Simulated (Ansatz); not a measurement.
# CoO (I4/mmm) in Ansatz: convergence with wavefunction cutoff

Aim: find how far wavefunction cutoff must go before the results for CoO settle, at r2SCAN. This setting moves, with any that are tied to it; all else stays.

All numbers are computed with Ansatz 0.2.0; they aren't measurements. Logs are shortened: lines on timing, memory, paths and dates and some standing lists are left out, and cuts for length are marked.

## 1. Starting point

It takes space group I4/mmm (No. 139, tetragonal). Conventional cell: a = 3.016 Å, b = 3.016 Å, c = 4.215 Å, α = 90.00°, β = 90.00°, γ = 90.00°. Around Co (site symmetry 4/mmm) lie 6 O at 2.11 to 2.13 Å. O (site symmetry 4/mmm) has 6 Co at 2.11 to 2.13 Å as nearest neighbours.

## 2. With wavefunction cutoff 200 eV

Contents of input.yaml:

```yaml
crystal:
  lattice:
    - [-1.50800044, 1.50800044, 2.10725036]
    - [1.50800044, -1.50800044, 2.10725036]
    - [1.50800044, 1.50800044, -2.10725036]
  atoms:
    - { symbol: Co, position: [0.0, 0.0, 0.0], spin: 2.0 }
    - { symbol: O, position: [0.5, 0.5, 0.0] }
hamiltonian:
  xc: r2scan
  pseudopotentials: { kind: paw }
magnetization:
  spin_polarized: true
kpoints:
  mp_grid: { grid: [10, 10, 10] }
scf:
  occupations: { method: cold, width: 0.05 }
output:
  forces: true
  stress: true
  eigenvalues: true
basis:
  ecutwfc: "200 eV"
```

Potentials or basis: Ansatz PAW.

The run is started by

```
> ansatz run input.yaml --threads 2 --pin off --max-ram 5632MiB --backend cpu --events-out ev --progress --plain --runs-dir out
```

Run time: 26 s. Hardware: 2 threads of Arm Neoverse V2, shared host; peak memory 0.45 GiB.

Results:

- Free energy: -5672.5297 eV
- Pressure: -23.0 GPa
- Band gap on the k mesh: none (metal or under the smearing width)
- Net moment: 2.78 μB per cell
- Absolute moment: 2.82 μB per cell
- Site moments: Co +2.36; O +0.29 μB

## 3. With wavefunction cutoff 250 eV

input.yaml: that of step 2 with these lines changed.

```diff
@@ -22,2 +22,2 @@
 basis:
-  ecutwfc: "200 eV"
+  ecutwfc: "250 eV"
```

Potentials or basis: Ansatz PAW.

The run is started by

```
> ansatz run input.yaml --threads 2 --pin off --max-ram 5632MiB --backend cpu --events-out ev --progress --plain --runs-dir out
```

It took 32 s on 2 threads of Arm Neoverse V2, shared host; peak memory 0.64 GiB.

Results:

- Free energy: -5693.9089 eV
- Pressure: -10.9 GPa
- Band gap on the k mesh: 0.33 eV, indirect (least direct gap 1.21 eV)
- Net moment: 3.00 μB per cell
- Absolute moment: 3.03 μB per cell
- Site moments: Co +2.59; O +0.30 μB

## 4. With wavefunction cutoff 300 eV

input.yaml: that of step 3 with these lines changed.

```diff
@@ -22,2 +22,2 @@
 basis:
-  ecutwfc: "250 eV"
+  ecutwfc: "300 eV"
```

The run is started by

```
> ansatz run input.yaml --threads 2 --pin off --max-ram 5632MiB --backend cpu --events-out ev --progress --plain --runs-dir out
```

Wall time 43 s (2 threads of Arm Neoverse V2, shared host); peak memory 0.69 GiB.

What came out:

```yaml
Free_energy: -5698.6188 eV
Pressure: 1.3 GPa
Band_gap_on_the_k_mesh: 0.36 eV, indirect (least direct gap 1.29 eV)
Net_moment: 3.00 μB per cell
Absolute_moment: 3.03 μB per cell
Site_moments: Co +2.60; O +0.28 μB
```

## 5. With wavefunction cutoff 350 eV

input.yaml: that of step 4 with these lines changed.

```diff
@@ -22,2 +22,2 @@
 basis:
-  ecutwfc: "300 eV"
+  ecutwfc: "350 eV"
```

The run is started by

```
> ansatz run input.yaml --threads 2 --pin off --max-ram 5632MiB --backend cpu --events-out ev --progress --plain --runs-dir out
```

It took 47 s on 2 threads of Arm Neoverse V2, shared host; peak memory 0.74 GiB.

What came out:

```
Free energy            : -5699.4584 eV
Pressure               : 0.8 GPa
Band gap on the k mesh : 0.33 eV, indirect (least direct gap 1.31 eV)
Net moment             : 3.00 μB per cell
Absolute moment        : 3.02 μB per cell
Site moments           : Co +2.60; O +0.28 μB
```

## 6. With wavefunction cutoff 400 eV

input.yaml: that of step 5 with these lines changed.

```diff
@@ -22,2 +22,2 @@
 basis:
-  ecutwfc: "350 eV"
+  ecutwfc: "400 eV"
```

Potentials or basis: Ansatz PAW.

The run is started by

```
> ansatz run input.yaml --threads 2 --pin off --max-ram 5632MiB --backend cpu --events-out ev --progress --plain --runs-dir out
```

Wall time 52 s (2 threads of Arm Neoverse V2, shared host); peak memory 0.78 GiB.

It converged, with:

| Item | Value |
| --- | --- |
| Free energy | -5699.5607 eV |
| Pressure | 0.3 GPa |
| Band gap on the k mesh | 0.34 eV, indirect (least direct gap 1.31 eV) |
| Net moment | 3.00 μB per cell |
| Absolute moment | 3.02 μB per cell |
| Site moments | Co +2.59; O +0.28 μB |

## 7. With wavefunction cutoff 450 eV

input.yaml: that of step 6 with these lines changed.

```diff
@@ -22,2 +22,2 @@
 basis:
-  ecutwfc: "400 eV"
+  ecutwfc: "450 eV"
```

The run is started by

```
> ansatz run input.yaml --threads 2 --pin off --max-ram 5632MiB --backend cpu --events-out ev --progress --plain --runs-dir out
```

Run time: 75 s. Hardware: 2 threads of Arm Neoverse V2, shared host; peak memory 0.85 GiB.

Results (log left out):

```yaml
Free_energy: -5699.5729 eV
Pressure: 0.3 GPa
Band_gap_on_the_k_mesh: 0.34 eV, indirect (least direct gap 1.31 eV)
Net_moment: 3.00 μB per cell
Absolute_moment: 3.02 μB per cell
Site_moments: Co +2.59; O +0.28 μB
```

## 8. With wavefunction cutoff 500 eV

input.yaml: that of step 7 with these lines changed.

```diff
@@ -22,2 +22,2 @@
 basis:
-  ecutwfc: "450 eV"
+  ecutwfc: "500 eV"
```

The run is started by

```
> ansatz run input.yaml --threads 2 --pin off --max-ram 5632MiB --backend cpu --events-out ev --progress --plain --runs-dir out
```

Run time: 1.7 min. Hardware: 2 threads of Arm Neoverse V2, shared host; peak memory 0.9 GiB.

Results (log left out):

```yaml
Free_energy: -5699.5781 eV
Pressure: 0.3 GPa
Band_gap_on_the_k_mesh: 0.34 eV, indirect (least direct gap 1.31 eV)
Net_moment: 3.00 μB per cell
Absolute_moment: 3.02 μB per cell
Site_moments: Co +2.59; O +0.28 μB
```

## 9. With wavefunction cutoff 600 eV

input.yaml: that of step 8 with these lines changed.

```diff
@@ -22,2 +22,2 @@
 basis:
-  ecutwfc: "500 eV"
+  ecutwfc: "600 eV"
```

Potentials or basis: Ansatz PAW.

The run is started by

```
> ansatz run input.yaml --threads 2 --pin off --max-ram 5632MiB --backend cpu --events-out ev --progress --plain --runs-dir out
```

Wall time 85 s (2 threads of Arm Neoverse V2, shared host); peak memory 1 GiB.

It converged, with:

```
Free energy            : -5699.5838 eV
Pressure               : 0.2 GPa
Band gap on the k mesh : 0.34 eV, indirect (least direct gap 1.31 eV)
Net moment             : 3.00 μB per cell
Absolute moment        : 3.02 μB per cell
Site moments           : Co +2.59; O +0.28 μB
```

## 10. With wavefunction cutoff 800 eV

input.yaml: that of step 9 with these lines changed.

```diff
@@ -22,2 +22,2 @@
 basis:
-  ecutwfc: "600 eV"
+  ecutwfc: "800 eV"
```

Potentials or basis: Ansatz PAW.

The run is started by

```
> ansatz run input.yaml --threads 2 --pin off --max-ram 5632MiB --backend cpu --events-out ev --progress --plain --runs-dir out
```

Output:

```text
Warning: RAYON_NUM_THREADS=2 ignored (pool sized by the plan → 2); use --threads N
Engine: ansatz 0.2.0, aarch64-unknown-linux-gnu
Pseudopotentials: kind: paw
Pseudopotential: Co, paw, valence charge 17, recommended cutoff 500 eV (meta_gga), Co.paw.azcp
Pseudopotential: O, paw, valence charge 6, recommended cutoff 500 eV (meta_gga), O.paw.azcp
Functional definition: r2SCAN
  parameter k0 = 0.174
  parameter k1 = 0.065
  parameter a1 = 4.9479
  exchange = r2scan_x(k0 = k0, k1 = k1, a1 = a1)
  correlation = r2scan_c
Crystal: 2 atoms, lattice volume = 19.168 Å³
Basis set: ecut = 800 eV, 957 PW (Γ), exchange–correlation on 120×120×120 points (64 copies of the dense FFT grid, shifted against one another)
Bands: 17, of which v1, the nominal top of the filled ones, is band 12 counted from 1 (11 counted from 0)
Symmetry: 16 space group operations
Space group: I4/mmm (ITA 139), of the structure as read, at distance tolerance 2.7e-5 Å
Magnetic group: BNS 139.531 (UNI 1191), of the structure as read, at distance tolerance 2.7e-5 Å
k-points: 102 of 1000
Non-local potential: Co, projectors of the file, l = 0: 3, l = 1: 2, l = 2: 3, l = 3: 1
Non-local potential: O, projectors of the file, l = 0: 2, l = 1: 2, l = 2: 1
PAW form: soft (Blöchl's): semilocal exchange-correlation on the pseudo side does not see the compensation charge
PAW frozen core: Co, regenerated for the run's functional (the file was generated under x = pbe(κ = 0.804, μ = 0.2195149727645171), c = pbe(β = 0.06672455060314922))
PAW frozen core: O, regenerated for the run's functional (the file was generated under x = pbe(κ = 0.804, μ = 0.2195149727645171), c = pbe(β = 0.06672455060314922))
PAW one-centre angular grid: Co, 590 points (default); XC on 160 Gauss nodes
PAW one-centre angular grid: O, 302 points (default); XC on 160 Gauss nodes
Initial density: superposition of atomic densities (chi_scale 0.1, normalization cell, long waves kept (reshape's long-wave potential 0.00 eV rms))
Starting moments: Σ|m| = 2 μB on 1 of 2 sites
Initial wavefunctions: pseudopotential atomic-orbital guess
Functional: x = r2scan, c = r2scan; τ floored in thin density (d = 2e-4 eV/Å³)
SCF iter   1: F=—  HF=-5697.829801 eV  |F-HF|=—  |Δ(HF+E_count)|=         —  Δρ=1.39e-1 (↑1.39e-1 ↓7.96e-2)  dr2=5.29e0  dr2_τ=1.36e-2  dr2_m=5.15e-1  M=2.360 μB ∫|m|=2.360 μB  β_m=1.00  ethr=3.10e-3  ⟨swp⟩=5.6  Hψ=15267  notcnv=0
Mixer restart at iter 1: flushing history
preconditioner: auto → none  [metal: Δε(μ)=0.007 eV  Ē_g=14.148 eV  σ=0.050 eV  W_gap=0.08  n_scr=8 (ndim 8)  ℏωp=32.8 eV  f_vac=0.000  D(μ)=4.22/eV (n_scr^D=64)  sad-step TF]
SCF iter   2: F=—  HF=-5698.514300 eV  |F-HF|=—  |Δ(HF+E_count)|=   6.84e-1  Δρ=5.91e-2 (↑5.91e-2 ↓3.83e-2)  dr2=8.91e-1  dr2_τ=3.07e-2  dr2_m=1.33e-1  M=2.606 μB ∫|m|=2.612 μB  β_m=1.00  ethr=3.10e-3  ⟨swp⟩=3.1  Hψ=8468  notcnv=0  defer=129  κ⁻¹=1.0e0(r=1)
SCF iter   3: F=—  HF=-5698.941869 eV  |F-HF|=—  |Δ(HF+E_count)|=   4.28e-1  Δρ=2.06e-2 (↑2.06e-2 ↓1.79e-2)  dr2=1.03e-1  dr2_τ=4.33e-3  dr2_m=5.45e-3  M=2.791 μB ∫|m|=2.806 μB  β_m=1.00  ethr=3.10e-3  ⟨swp⟩=2.2  Hψ=6260  notcnv=0  defer=126  κ⁻¹=3.9e-2(r=2)
SCF iter   4: F=—  HF=-5699.352300 eV  |F-HF|=—  |Δ(HF+E_count)|=         —  Δρ=4.70e-2 (↑1.37e-2 ↓4.70e-2)  dr2=8.14e-2  dr2_τ=4.00e-3  dr2_m=1.17e-1  M=3.000 μB ∫|m|=3.026 μB  β_m=1.00  ethr=4.48e-4  ⟨swp⟩=2.6  Hψ=6119  notcnv=0  defer=128
Mixer restart at iter 4: flushing history
[... 53 lines left out ...]
iter 1 solved again at ethr=3.81e-8 eV; its pass at ethr=3.10e-3 eV (dr2=8.76e-6 eV) is discarded
SCF iter   1: F=—  HF=-5699.586009 eV  |F-HF|=—  |Δ(HF+E_count)|=         —  Δρ=4.47e-4 (↑1.30e-4 ↓4.47e-4)  dr2=8.76e-6  dr2_τ=2.96e-7  dr2_m=1.05e-5  M=3.000 μB ∫|m|=3.023 μB  β_m=1.20  ethr=3.81e-8  ⟨swp⟩=1.0  Hψ=45534  notcnv=0
preconditioner: auto → none  [insulator: Δε(μ)=0.332 eV  Ē_g=15.025 eV  σ=0.050 eV  W_gap=1.00  n_scr=8 (ndim 8)  ℏωp=32.8 eV  f_vac=0.000  D(μ)=-0.00/eV (n_scr^D=0)  ε∞_Penn≈5.8]
SCF iter   2: F=—  HF=-5699.586015 eV  |F-HF|=—  |Δ(HF+E_count)|=   6.06e-6  S|Δr|=   1.08e-7  Δρ=1.80e-4 (↑1.80e-4 ↓1.30e-4)  dr2=2.98e-6  dr2_τ=1.25e-7  dr2_m=5.83e-7  M=3.000 μB ∫|m|=3.023 μB  β_m=1.20  ethr=3.81e-8  ⟨swp⟩=3.0  Hψ=15158  notcnv=0  κ⁻¹=1.0e0(r=1)
SCF iter   3: F=—  HF=-5699.586022 eV  |F-HF|=—  |Δ(HF+E_count)|=   6.59e-6  S|Δr|=   2.86e-8  Δρ=1.01e-4 (↑1.00e-4 ↓1.01e-4)  dr2=1.24e-6  dr2_τ=5.25e-8  dr2_m=4.84e-8  M=3.000 μB ∫|m|=3.023 μB  β_m=1.20  ethr=1.29e-8  ⟨swp⟩=1.2  Hψ=9713  notcnv=0  κ⁻¹=4.3e-2(r=2)
SCF iter   4: F=—  HF=-5699.586028 eV  |F-HF|=—  |Δ(HF+E_count)|=   6.03e-6  S|Δr|=   5.25e-8  Δρ=5.77e-5 (↑4.59e-5 ↓5.77e-5)  dr2=3.05e-7  dr2_τ=1.31e-8  dr2_m=1.66e-8  M=3.000 μB ∫|m|=3.023 μB  β_m=1.20  ethr=5.41e-9  ⟨swp⟩=2.6  Hψ=15711  notcnv=0  κ⁻¹=4.5e-3(r=3)
SCF iter   5: F=—  HF=-5699.586029 eV  |F-HF|=—  |Δ(HF+E_count)|=   1.35e-6  S|Δr|=   1.92e-8  Δρ=4.12e-5 (↑3.36e-5 ↓4.12e-5)  dr2=1.69e-7  dr2_τ=6.18e-9  dr2_m=4.43e-9  M=3.000 μB ∫|m|=3.023 μB  β_m=1.20  ethr=4.35e-10  ⟨swp⟩=4.4  Hψ=32416  notcnv=0  κ⁻¹=1.4e-3(r=4)
SCF iter   6: F=-5699.586030 eV  HF=-5699.586030 eV  |F-HF|=3.08e-8  |Δ(HF+E_count)|=   1.16e-6  S|Δr|=   3.26e-8  Δρ=8.16e-6 (↑5.58e-6 ↓8.16e-6)  dr2=7.25e-9  dr2_τ=3.63e-10  dr2_m=4.34e-10  M=3.000 μB ∫|m|=3.023 μB  ethr=4.35e-10  ⟨swp⟩=5.0  Hψ=40637  notcnv=0
SCF 4 converged in 6 iterations: F = -5699.586030 eV  dr2 = 7.25e-9
iter 1 solved again at ethr=6.02e-9 eV; its pass at ethr=3.10e-3 eV (dr2=1.38e-6 eV) is discarded
SCF iter   1: F=-5699.586790 eV  HF=-5699.586790 eV  |F-HF|=7.94e-9  |Δ(HF+E_count)|=         —  Δρ=6.18e-6 (↑6.18e-6 ↓4.35e-6)  dr2=9.13e-9  dr2_τ=3.04e-10  dr2_m=8.29e-10  M=2.998 μB ∫|m|=3.021 μB  β_m=1.20  ethr=6.02e-9  ⟨swp⟩=3.9  Hψ=75058  notcnv=0
preconditioner: auto → none  [insulator: Δε(μ)=0.332 eV  Ē_g=15.025 eV  σ=0.100 eV  W_gap=0.52  n_scr=8 (ndim 8)  ℏωp=32.8 eV  f_vac=0.000  D(μ)=0.07/eV (n_scr^D=0)  ε∞_Penn≈5.8]
SCF iter   2: F=-5699.586790 eV  HF=-5699.586790 eV  |F-HF|=9.92e-10  |Δ(HF+E_count)|=   2.12e-8  Δρ=2.55e-6 (↑1.53e-6 ↓2.55e-6)  dr2=1.10e-9  dr2_τ=1.19e-10  dr2_m=2.30e-10  M=2.998 μB ∫|m|=3.021 μB  ethr=3.97e-11  ⟨swp⟩=2.8  Hψ=19359  notcnv=0
SCF 5 converged in 2 iterations: F = -5699.586790 eV  dr2 = 1.10e-9
this state was not tested for a lower state beside it, because cold or Methfessel-Paxton smearing, or corrected tetrahedra, fill the levels in a way that the test cannot read (fill_not_monotonic; see scf.lower_state_search)
SCF converged after 6 iterations
Magnetization: 3.0000 μB (13.0000 up, 10.0000 down)
Absolute magnetization: 3.0208 μB (∫|ρ↑−ρ↓|, with the PAW one-centre terms)
Spin contamination: 0.0053 ħ² per cell (⟨S²⟩ above its minimum at these occupations)
Per-site moments (μB) at R_I (Å): [(2.5949049050129562, 0.8692407735000001), (0.2756927346022282, 0.8692407735000001)]
Free energy (F): -5699.586030 eV
F+E_penalty+E_count: -5699.586030 eV  (lagrangian_ev)
Harris-Foulkes:  -5699.586030 eV  (|F-HF|=3.08e-8)
Internal energy: -5699.586030 eV  (E = F + TS)
E sigma→0 (E₀):  -5699.586030 eV
Fermi energy:    14.015031 eV
Step filling:    the computed levels leave a gap of 0.3412 eV = 6.8 smearing widths at the electron count; against every level under it full and every level over it empty, smearing changes F+E_penalty+E_count by +2.45e-10 meV and its σ→0 estimate by -1.19e-7 meV
--- Per-component energies (eV) ---
  E_band       = -329.806485
  E_kinetic    = 619.250173
  E_local      = -3428.512743  (includes V_loc(G=0)·N_el)
  E_nonlocal   = 518.230780
  E_hartree    = 1410.621670
  E_xc         = -227.227028
  E_vxc        = -329.086171  (∫ρ·V_xc dr)
  E_paw        = -1689.632319  (= ΣΔE_a)
  E_vpaw       = -551.508759  (= ΣTr[D̂ρ^β])
  E_aug_tail   = 0.000170  (compensation charges beyond the density's cutoff)
  E_vtau       = 20.579030  (kinetic-family band-sum trace: ∫τ·v_τ [+ j·A + Jᵃ·Aᵃ] dr)
  E_ewald      = -2901.989586
  E_core_change = -0.327147  (= ΣΔE_core)
  E_smearing   = 0.000000  (= −TS)
  E_closure    = -0.000000  (closes the sum)
  E_count      = -0.000000  (occupations off the electron count; not in F)
  Σ components = -5699.586030   (vs F -5699.586030, Δ=0.00e0)
--- Forces (eV/Å), atoms counted from 1 ---
  atom   1  Co     0.00000000     0.00000000     0.00000000
  atom   2  O      0.00000000     0.00000000     0.00000000
  max |Σ_I F_I| component: 0.00e0 eV/Å
--- Stress (GPa, compression-positive) ---
        0.434301       0.000000       0.000000
        0.000000      -1.172555       0.961772
        0.000000       0.960371       1.442738
  P = ⅓ Tr σ = 0.2348 GPa (2.348 kbar)
--- Band table (eV; the first three rows and the last of 564) ---
  k-point 0 ↑: bands = ["-87.0743", "-49.3578", "-48.6865", "-48.6260", "-7.4255", "9.4070", "9.9622", "9.9773", "10.5536", "10.6291", "10.6575", "10.7284", "10.7595", "15.2407", "31.2986", "32.3305", "32.6781"]
  k-point 1 ↑: bands = ["-87.0739", "-49.3597", "-48.6881", "-48.6282", "-7.2932", "8.6898", "9.2675", "9.9633", "10.1177", "10.3152", "11.0298", "11.3269", "11.3705", "16.1871", "29.4984", "31.5571", "31.7864"]
  k-point 2 ↑: bands = ["-87.0729", "-49.3645", "-48.6925", "-48.6339", "-6.9572", "7.3335", "9.0502", "9.6130", "10.0246", "10.1055", "11.3192", "11.6934", "11.7788", "18.1630", "27.8523", "28.7319", "30.5413"]
  k-point 281 ↓: bands = ["-82.5687", "-44.6353", "-44.5320", "-44.5126", "-5.5517", "7.3096", "9.8770", "9.9178", "11.5874", "13.4466", "15.0519", "15.6761", "16.0221", "21.3635", "25.3633", "26.8760", "31.3654"]
```

Run time: 2.3 min. Hardware: 2 threads of Arm Neoverse V2, shared host; peak memory 1.3 GiB.

Results:

* Free energy: -5699.5860 eV
* Pressure: 0.2 GPa
* Band gap on the k mesh: 0.34 eV, indirect (least direct gap 1.31 eV)
* Net moment: 3.00 μB per cell
* Absolute moment: 3.02 μB per cell
* Site moments: Co +2.59; O +0.28 μB

## 11. Summary

| wavefunction cutoff | energy less the tightest run, at zero smearing (meV/atom) | pressure (GPa) | absolute moment (μB) | gap on the mesh (eV) | SCF cycles | CPU time (s) | peak memory (GiB) |
| --- | --- | --- | --- | --- | --- | --- | --- |
| 200 eV | 13528.09 | -23.00 | 2.82 | 0.000 | 40 | 51 | 0.45 |
| 250 eV | 2838.56 | -10.93 | 3.03 | 0.331 | 45 | 62 | 0.64 |
| 300 eV | 483.63 | 1.31 | 3.03 | 0.360 | 45 | 83 | 0.69 |
| 350 eV | 63.82 | 0.75 | 3.02 | 0.328 | 48 | 91 | 0.74 |
| 400 eV | 12.65 | 0.33 | 3.02 | 0.338 | 48 | 100 | 0.78 |
| 450 eV | 6.55 | 0.29 | 3.02 | 0.339 | 48 | 150 | 0.85 |
| 500 eV | 3.94 | 0.27 | 3.02 | 0.339 | 56 | 200 | 0.9 |
| 600 eV | 1.10 | 0.24 | 3.02 | 0.340 | 48 | 170 | 1 |
| 800 eV | 0.00 | 0.23 | 3.02 | 0.341 | 47 | 280 | 1.3 |

Against the tightest run, the pressure stays within 0.1 GPa from 400 eV on; the absolute moment stays within 0.02 μB from 250 eV on; the gap on the mesh stays within 0.01 eV from 400 eV on. Not settled before the last step: the energy (to 1 meV/atom). The tightest run that finished is the yardstick and may itself not be fully converged.

Caveats: the magnetic or orbital state may not be the lowest; a cell with one magnetic atom can't hold antiferromagnetic order, which such compounds often take; the PAW data sets come from PBE, with cores solved anew for the run's functional, which leaves a small shift of forces and pressure.
